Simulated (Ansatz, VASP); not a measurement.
One calculation of InSb, two programs

```xyz
2
Lattice="0.0000 3.1847 3.3174 3.1847 0.0000 3.3174 3.1847 3.1847 0.0000" Properties=species:S:1:pos:R:3 pbc="T T T"
In    0.0000    0.0000    0.0000
Sb    4.7771    4.7771    4.9761
```

Change from the starting cell: strain -0.040 along x and y, +0.000 along z, atoms carried along.

Alike in both runs: task single point; functional PBE; k mesh 16 × 16 × 16; occupations gaussian, width 0.15 eV; no spin polarisation.

```csv
,VASP,Ansatz
version,VASP 6.6.1,Ansatz 0.2.0
potentials or method,"VASP PAW PBE potentials, release 64 (In_d, Sb)","scalar-relativistic, plane waves, PAW"
plane-wave cutoff (eV),520,420
valence electrons in the cell,18,28
```

|  | VASP | Ansatz | Ansatz less VASP |
| --- | --- | --- | --- |
| gap on the k mesh at the Fermi level (eV) | none | none | - |
| pressure (GPa) | 3.6 | 3.6 | +0.03 |
| largest component of the traceless stress (GPa) | 0.76 | 0.76 | -0.002 |

A gap of «none» marks a metal or a gap that the smearing closes. The two sets of potentials don't hold the same shells in valence.

Spin-orbit coupling is left out, which matters for the levels of Sb.
